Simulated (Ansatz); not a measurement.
This script drives Ansatz 0.2.0, Python API.

`run_transition.py`
```python
'''Pressure at which two phases of I cross.'''

from dataclasses import dataclass
import warnings

import ansatz as az
import numpy as np
from tabulate import tabulate


@dataclass
class Options:
    max_scf: int = 60
    n_empty: int = 4
    ecut: int = 380
    xc: str = 'revpbe'
    dispersion: str = 'd3bjatm'
    k_spacing: float = 0.3
    filling: str = 'fermi_dirac'
    width_ev: float = 0.05


cfg = Options()


def diamond(a_site, a):
    return az.Crystal.diamond(a_site, a=a)


def fcc(first, a):
    return (
        az.Lattice.fcc(a)
        .space_group(225)
        .atom(first, (0, 0, 0))
        .primitive()
    )


def ground_state(name, crystal, pressure=0.0):
    calc = crystal.calculation()
    calc = calc.scf(max_iterations=cfg.max_scf, extra_bands=cfg.n_empty)
    calc = calc.basis(cfg.ecut)
    calc = calc.functional(cfg.xc, dispersion=cfg.dispersion)
    calc = calc.kpoints(spacing=cfg.k_spacing)
    calc = calc.occupations(cfg.filling, width=cfg.width_ev)
    calc = calc.relax(force_tolerance=0.02, max_steps=60, cell=True, pressure=pressure)
    return calc.run(threads=1, backend='cpu')


def volume_per_atom(outcome):
    return abs(np.linalg.det(outcome.lattice.cell_ang)) / len(outcome.lattice.sites)

warnings.simplefilter('ignore', az.DeckWarning)

phases = {}
phases['diamond'] = diamond('I', 6.99)
phases['fcc'] = fcc('I', 5.08)

# enthalpy per atom at each pressure
pressures = [0, 15, 30, 45]
enthalpy, volume = {name: [] for name in phases}, {name: [] for name in phases}
for p in pressures:
    for name, crystal in phases.items():
        o = ground_state(name, crystal, pressure=p)
        volume[name].append(volume_per_atom(o))
        enthalpy[name].append(o.report['energy_sigma0_ev'] / len(o.lattice.sites) + p * volume[name][-1] / 160.21766)
gap = np.array(enthalpy['fcc']) - np.array(enthalpy['diamond'])
rows = [(p, va, vb, 1000 * d) for p, va, vb, d in zip(pressures, volume['diamond'], volume['fcc'], gap)]
print(tabulate(rows, headers=['P (GPa)', 'V diamond (A^3/atom)', 'V fcc (A^3/atom)', 'H(fcc) - H(diamond) (meV/atom)'], floatfmt='.4f', tablefmt='rst'))
crossings = [p0 - g0 * (p1 - p0) / (g1 - g0) for p0, p1, g0, g1 in zip(pressures, pressures[1:], gap, gap[1:]) if g0 * g1 < 0]
print('crossing near', [round(float(p), 1) for p in crossings], 'GPa') if crossings else print('no crossing in this range')
```

It is started by `python run_transition.py`. How long does it take on 1 thread of Arm Neoverse V1 (shared host), and how much memory does it need?

It took about 55 s, with a peak of 0.43 GiB, for 8 runs of the engine.

```console
$ python run_transition.py
=========  ======================  ==================  ================================
  P (GPa)    V diamond (A^3/atom)    V fcc (A^3/atom)    H(fcc) - H(diamond) (meV/atom)
=========  ======================  ==================  ================================
        0                 57.7074             32.3988                         -324.7720
       15                 37.1884             24.9967                        -1834.7492
       30                 31.3153             22.1230                        -2819.5060
       45                 28.0024             20.3582                        -3601.7912
=========  ======================  ==================  ================================
no crossing in this range
```

Reading the output:
- The settings weren't tested for convergence.
- The cutoff lies under the one recommended for these potentials.
- Under the recommended cutoff a pressure can be off by several GPa, even in sign.
- At a fixed pressure a relaxation lowers the enthalpy F + PV, while F alone can rise.
- Dispersion corrections can be off by several per cent in the lattices of metals, and by several GPa in the pressure at a fixed cell.
- For the metals among these phases the mesh is modest: differences between phases can be off by up to 40 meV an atom.
- Only these two structures are compared, at zero temperature and with their symmetry kept; either may be hypothetical, and another phase may be lower than both. Differences under about 40 meV an atom lie within the error of mesh and functional.
- The cells are prototypes set up for this calculation and needn't exist.
- The script silences the warnings on its input, which a real study should read.
